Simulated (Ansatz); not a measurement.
# SrTiO3: the cost of one run

Computed with Ansatz 0.2.0 (DFT PBE, scalar-relativistic, plane waves, PAW, unless a step's input says otherwise).

## (1) The starting structure

The structure is tetragonal, space group P4/mmm (No. 123). The conventional cell has a = 3.906 Å, b = 3.906 Å, c = 4.390 Å, α = 90.00°, β = 90.00°, γ = 90.00°. Sr (site symmetry 4/mmm) has 12 O at 2.76 to 2.94 Å in its first shell of neighbours. Ti (site symmetry 4/mmm) is surrounded by 6 O at 1.95 to 2.20 Å. O (site symmetry 4/mmm) is surrounded by 2 Ti at 2.20 Å and 4 Sr at 2.76 Å. O (site symmetry mmm) is surrounded by 2 Ti at 1.95 Å.

Coordinates:

```
CELL_PARAMETERS angstrom
3.90620 0.00000 0.00000
0.00000 3.90620 0.00000
0.00000 0.00000 4.39002
ATOMIC_POSITIONS crystal
Sr 0.50000 0.50000 0.50000
Ti 0.00000 0.00000 0.00000
O 0.00000 0.00000 0.50000
O 0.00000 0.50000 0.00000
O 0.50000 0.00000 0.00000
```

The cell is invented: species swapped into a database cell of KCrF3 (P4/mmm, No. 123), with Sr on the K sites, Ti on the Cr sites and O on the F sites. Lengths come from tabulated atomic sizes and are only a guess.

## (2) The guess as it stands, on a coarse mesh

The input, input.yaml:

```yaml
crystal:
  lattice:
    - [3.90620136, 0.0, 0.0]
    - [0.0, 3.90620136, 0.0]
    - [0.0, 0.0, 4.39001643]
  atoms:
    - { symbol: Sr, position: [0.5, 0.5, 0.5] }
    - { symbol: Ti, position: [0.0, 0.0, 0.0], spin: 1.0 }
    - { symbol: O, position: [0.0, 0.0, 0.5] }
    - { symbol: O, position: [0.0, 0.5, 0.0] }
    - { symbol: O, position: [0.5, 0.0, 0.0] }
basis:
  ecutwfc: 420
kpoints:
  mp_grid: { grid: [4, 4, 4] }
hamiltonian:
  xc: pbe
scf:
  occupations: { method: gaussian, width: 0.1 }
  lower_state_search: "off"
output:
  forces: true
  stress: true
  eigenvalues: true
  populations: true
magnetization:
  spin_polarized: true
```

Launch:

```
> ansatz run input.yaml --threads 1 --pin off --max-ram 2560MiB --backend cpu --events-out ev --progress --plain --runs-dir out
```

**Question.** How long does this run take on 1 thread of Arm Neoverse V1, shared host, and how much memory does it need?

About 7.6 s, with a peak of 0.34 GiB.
